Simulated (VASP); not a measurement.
# Blue phosphorene and its bilayer, part 6 of 8

Aim: relax blue phosphorene, place its levels against the vacuum, then find how two sheets stack and bind.

VASP 6.6.1; r2SCAN with rVV10; plane waves and PAW (P).

So far. Step 9 (A rigid stacking): Energy at zero smearing: -35.16318 eV.

### Step 10. A rigid stacking

The input, INCAR:

```
SYSTEM = P
PREC = Normal
ENCUT = 350
EDIFF = 1E-05
NELM = 120
ISMEAR = 0
SIGMA = 0.03
LREAL = .FALSE.
ALGO = Normal
METAGGA = R2SCAN
LUSE_VDW = .TRUE.
IVDW_NL = 2
BPARAM = 11.95
CPARAM = 0.0093
LASPH = .TRUE.
NBANDS = 16
LORBIT = 11
LWAVE = .FALSE.
LCHARG = .FALSE.
KPAR = 4
IDIPOL = 3
LDIPOL = .TRUE.
DIPOL = 0.5 0.5 0.5
```

The input, POSCAR:

```
P
1.0
    3.2597576605      0.0000000000      0.0000000000
   -1.6298788303      2.8230329442      0.0000000000
    0.0000000000      0.0000000000     22.5377061808
P
4
Direct
    0.3333333300      0.6666666700      0.3771457500
    0.6666666700      0.3333333300      0.4312263600
    0.6666666700      0.3333333300      0.5687736400
    0.3333333300      0.6666666700      0.6228542500
```

The input, KPOINTS:

```
Automatic mesh
0
Gamma
12 12 1
0 0 0
```

The projector-augmented-wave data sets are P (PBE family, release 64).

Run with:

```sh
> mpirun -np 4 vasp_std
```

What it wrote:

```text
[... set-up lines as in an earlier step ...]
 entering main loop
       N       E                     dE             d eps       ncg     rms          rms(c)
Total rVV10 correction in eV:      0.4595348    23.2262758
Total rVV10 correction in eV:      0.4595348    23.2262758
Total rVV10 correction in eV:      0.4595348    23.2262758
Total rVV10 correction in eV:      0.4595348    23.2262758
DAV:   1     0.826418954155E+02    0.82642E+02   -0.58393E+03   608   0.685E+02
DAV:   2    -0.301825578460E+02   -0.11282E+03   -0.10822E+03   880   0.154E+02
DAV:   3    -0.386756323001E+02   -0.84931E+01   -0.84473E+01   824   0.498E+01
DAV:   4    -0.388330619667E+02   -0.15743E+00   -0.15723E+00   920   0.805E+00
DAV:   5    -0.388362976250E+02   -0.32357E-02   -0.32350E-02   888   0.105E+00    0.115E+01
Total rVV10 correction in eV:      0.4688007    23.2270368
Total rVV10 correction in eV:      0.4688007    23.2270368
Total rVV10 correction in eV:      0.4688007    23.2270368
Total rVV10 correction in eV:      0.4688007    23.2270368
[...]
Total rVV10 correction in eV:      0.4935919    23.2262597
DAV:  14    -0.348663010292E+02   -0.29214E-04   -0.47995E-06   704   0.114E-02    0.141E-03
Total rVV10 correction in eV:      0.4935993    23.2262613
Total rVV10 correction in eV:      0.4935993    23.2262613
Total rVV10 correction in eV:      0.4935993    23.2262613
Total rVV10 correction in eV:      0.4935993    23.2262613
DAV:  15    -0.348663142073E+02   -0.13178E-04   -0.29638E-06   672   0.895E-03    0.173E-03
Total rVV10 correction in eV:      0.4935896    23.2262648
Total rVV10 correction in eV:      0.4935896    23.2262648
Total rVV10 correction in eV:      0.4935896    23.2262648
Total rVV10 correction in eV:      0.4935896    23.2262648
DAV:  16    -0.348663215715E+02   -0.73641E-05   -0.15850E-06   664   0.594E-03
Total rVV10 correction in eV:      0.4935830    23.2262702
Total rVV10 correction in eV:      0.4935830    23.2262702
Total rVV10 correction in eV:      0.4935830    23.2262702
Total rVV10 correction in eV:      0.4935830    23.2262702
Total rVV10 correction in eV:      0.4935879    23.2262660
Total rVV10 correction in eV:      0.4935879    23.2262660
Total rVV10 correction in eV:      0.4935879    23.2262660
Total rVV10 correction in eV:      0.4935879    23.2262660
   1 F= -.34866322E+02 E0= -.34866322E+02  d E =-.336116E-19
```

Elapsed: 30 s, on 4 MPI ranks of Intel Xeon 6975P-C (Granite Rapids), shared host; peak memory 1.1 GiB.

From OUTCAR (step 10):

```text
  Total        0.1842132      0.1842132      3.4743520     -0.0000000      0.0000000      0.0000000
  in kB        1.4230508      1.4230508     26.8394387     -0.0000000      0.0000000      0.0000000
  external PRESSURE =       9.8951801 kB  Pullay stress =       0.0000000 kB

 POSITION                                       TOTAL-FORCE (eV/Angst)
 -----------------------------------------------------------------------------------
     -0.00000      1.88202      8.50000        -0.000000      0.000000     -0.215760
      1.62988      0.94101      9.71885         0.000000     -0.000000     -0.750429
      1.62988      0.94101     12.81885        -0.000000     -0.000000      0.750429
     -0.00000      1.88202     14.03771         0.000000      0.000000      0.215760
 -----------------------------------------------------------------------------------
    total drift:                               -0.000025      0.000014      0.000000

  FREE ENERGIE OF THE ION-ELECTRON SYSTEM (eV)
  ---------------------------------------------------
  free  energy   TOTEN  =       -34.8663215715 eV

  energy  without entropy=      -34.8663215715  energy(sigma->0) =      -34.86632157

[... 2 parts as in an earlier step ...]

[... 1 further part left out ...]
[key lines of the parts left out:]
E-fermi :  -0.9517
```

Energy at zero smearing: -34.86632 eV.

### Step 11. A rigid stacking

INCAR is that of step 10.

Edit POSCAR of step 10 so:

```diff
@@ -10,3 +10,3 @@
     0.6666666700      0.3333333300      0.4312263600
-    0.6666666700      0.3333333300      0.5687736400
-    0.3333333300      0.6666666700      0.6228542500
+    0.0000000000      1.0000000000      0.5687736400
+    0.6666666700      0.3333333300      0.6228542500
```

KPOINTS is that of step 10.

Run with:

```sh
> mpirun -np 4 vasp_std
```

What it wrote:

```text
[... set-up lines as in an earlier step ...]
 entering main loop
       N       E                     dE             d eps       ncg     rms          rms(c)
Total rVV10 correction in eV:      0.4584779    23.2262700
Total rVV10 correction in eV:      0.4584779    23.2262700
Total rVV10 correction in eV:      0.4584779    23.2262700
Total rVV10 correction in eV:      0.4584779    23.2262700
DAV:   1     0.829623984372E+02    0.82962E+02   -0.58322E+03   608   0.685E+02
DAV:   2    -0.301991025609E+02   -0.11316E+03   -0.10795E+03   872   0.154E+02
DAV:   3    -0.389292123717E+02   -0.87301E+01   -0.86775E+01   864   0.510E+01
DAV:   4    -0.390862495374E+02   -0.15704E+00   -0.15688E+00   888   0.807E+00
DAV:   5    -0.390903225890E+02   -0.40731E-02   -0.40722E-02   936   0.118E+00    0.113E+01
Total rVV10 correction in eV:      0.4661868    23.2271269
Total rVV10 correction in eV:      0.4661868    23.2271269
Total rVV10 correction in eV:      0.4661868    23.2271269
Total rVV10 correction in eV:      0.4661868    23.2271269
[...]
Total rVV10 correction in eV:      0.4886872    23.2263026
DAV:  15    -0.351998787848E+02   -0.57027E-04   -0.76358E-06   672   0.133E-02    0.693E-03
Total rVV10 correction in eV:      0.4887138    23.2262637
Total rVV10 correction in eV:      0.4887138    23.2262637
Total rVV10 correction in eV:      0.4887138    23.2262637
Total rVV10 correction in eV:      0.4887138    23.2262637
DAV:  16    -0.351999092631E+02   -0.30478E-04   -0.68178E-06   672   0.113E-02    0.409E-03
Total rVV10 correction in eV:      0.4887119    23.2262611
Total rVV10 correction in eV:      0.4887119    23.2262611
Total rVV10 correction in eV:      0.4887119    23.2262611
Total rVV10 correction in eV:      0.4887119    23.2262611
DAV:  17    -0.351999117670E+02   -0.25039E-05   -0.65687E-07   520   0.496E-03
Total rVV10 correction in eV:      0.4886965    23.2262680
Total rVV10 correction in eV:      0.4886965    23.2262680
Total rVV10 correction in eV:      0.4886965    23.2262680
Total rVV10 correction in eV:      0.4886965    23.2262680
Total rVV10 correction in eV:      0.4887039    23.2262616
Total rVV10 correction in eV:      0.4887039    23.2262616
Total rVV10 correction in eV:      0.4887039    23.2262616
Total rVV10 correction in eV:      0.4887039    23.2262616
   1 F= -.35199912E+02 E0= -.35199912E+02  d E =-.100242E-19
```

It took 32 s on 4 MPI ranks; peak memory 1.1 GiB.

From OUTCAR (step 11):

```text
  Total        0.3333918      0.3333918      0.4033210     -0.0000000      0.0000000     -0.0000000
  in kB        2.5754581      2.5754581      3.1156631     -0.0000000      0.0000000     -0.0000000
  external PRESSURE =       2.7555265 kB  Pullay stress =       0.0000000 kB

 POSITION                                       TOTAL-FORCE (eV/Angst)
 -----------------------------------------------------------------------------------
     -0.00000      1.88202      8.50000        -0.000000     -0.000000     -0.015513
      1.62988      0.94101      9.71885        -0.000000      0.000000     -0.104743
      0.00000      0.00000     12.81885        -0.000000     -0.000000      0.075954
      1.62988      0.94101     14.03771         0.000000     -0.000000      0.044303
 -----------------------------------------------------------------------------------
    total drift:                               -0.000019     -0.000011     -0.001363

  FREE ENERGIE OF THE ION-ELECTRON SYSTEM (eV)
  ---------------------------------------------------
  free  energy   TOTEN  =       -35.1999117670 eV

  energy  without entropy=      -35.1999117670  energy(sigma->0) =      -35.19991177

[... 2 parts as in an earlier step ...]

[... 1 further part left out ...]
[key lines of the parts left out:]
E-fermi :  -1.2035
```

Energy at zero smearing: -35.19991 eV.

(Continued in part 7 of 8.)

[Lines on the potential files, build, host, timing and source positions are cut from VASP's logs without a mark.]

[Logs are printed without paths, hosts, clocks, repeated set-up lines and the standing remarks that a program may print on its own settings, such as how far it seeks lower states.]

[Hosts, paths, dates, database ids (printed as entryN), source tags and the programs' standing remarks are cut or masked in the printed files.]

[Runs that stopped without an error message from VASP are left out.]
